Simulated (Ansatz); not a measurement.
Cu: relaxation of cell and atoms with rPW86-PBE+rVV10

Cu:

```
CELL_PARAMETERS angstrom
0.00000 1.80750 1.80750
1.80750 0.00000 1.80750
1.80750 1.80750 0.00000
ATOMIC_POSITIONS crystal
Cu 0.00000 0.00000 0.00000
```

```json
{"Program": "Ansatz 0.2.0", "Task": "relaxation of cell and atoms", "Functional": "rPW86-PBE", "Dispersion": "rVV10", "Potentials or basis": "Ansatz PAW", "Cutoff": "420 eV (not typed: the program's choice for these potentials)", "k mesh": "13 × 13 × 13", "Occupations": "fermi-dirac, width 0.05 eV", "Spin": "no spin polarisation"}
```

```
Relaxed volume                         : 12.12 Å³/atom
Relaxed cell                           : a = 2.578 Å, b = 2.578 Å, c = 2.578 Å, α = 60.00°, β = 60.00°, γ = 60.00°
Space group after relaxing (to 0.05 Å) : Fm-3m (No. 225)
Energy gained by relaxing              : 3.6 meV/atom
Ionic steps                            : 5
Pressure after relaxing                : 0.0 GPa
```

The path:
```csv
step,energy change (eV),largest force (eV/Å),volume (Å³)
1,0.0000,0.0000,11.81
2,-0.0027,0.0000,11.97
3,-0.0034,0.0000,12.11
4,-0.0034,0.0000,12.12
5,-0.0036,0.0000,12.12
```

Final structure:
```
CELL_PARAMETERS angstrom
0.00000 1.82314 1.82314
1.82314 0.00000 1.82314
1.82314 1.82314 0.00000
ATOMIC_POSITIONS crystal
Cu 0.00000 0.00000 0.00000
```

Run time: 3.8 s on 2 threads of Arm Neoverse V1 (shared host), peak memory 0.29 GiB.

Caveat: the plane-wave basis is chosen anew once the cell has moved, so the energies of steps on either side of that aren't comparable; the PAW data sets come from PBE, with cores solved anew for the run's functional, which leaves a small shift of forces and pressure. Zero-point motion and thermal expansion aren't in these numbers.
